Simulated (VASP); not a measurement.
The system is BN.

```
N B
1.0
     1.25112    0.72234    3.37293
    -1.25112    0.72234    3.37293
     0.00000   -1.44467    3.37293
N B
1 1
Direct
  0.66724 0.66724 0.66724
  0.00033 0.00033 0.00033
```

The cell is a database's computed one.

| Quantity | Value |
| --- | --- |
| Program | VASP 6.6.1 |
| Task | relaxation of cell and atoms |
| Functional | PBE |
| Potentials or basis | VASP PAW PBE potentials, release 54 (N, B) |
| Cutoff | 580 eV |
| k mesh | 12 × 12 × 12 |
| Occupations | fermi-dirac, width 0.05 eV |
| Spin | no spin polarisation |

At the start: pressure 3.5 GPa; volume 9.14 Å³/atom.

Task: Where does the relaxation end?

Result: Over 10 steps the energy falls by 8.1 meV/atom and the volume is 10.44 Å³/atom (+14.2 %); space group R3m (No. 160, to 0.05 Å).

Step by step:
```tsv
step	energy change (eV)	largest force (eV/Å)	pressure (GPa)	volume (Å³)
1	0.0000	0.0030	3.49	18.29
2	0.0034	0.0005	-4.35	18.82
3	-0.0024	0.0017	0.32	18.50
4	-0.0037	0.0015	0.30	18.60
5	-0.0072	0.0000	0.24	18.92
6	-0.0122	0.0063	0.17	19.55
7	-0.0162	0.0274	0.06	20.81
8	-0.0162	0.0285	0.04	20.87
9	-0.0154	0.1413	-0.61	20.96
10	-0.0162	0.0019	-0.05	20.88
```

Final structure:
```yaml
crystal:
  lattice:
    - [1.25621, 0.72527, 3.82010]
    - [-1.25621, 0.72527, 3.82010]
    - [0.00000, -1.45055, 3.82010]
  atoms:
    - { symbol: N, position: [0.66713, 0.66713, 0.66713] }
    - { symbol: B, position: [0.00043, 0.00043, 0.00043] }
```
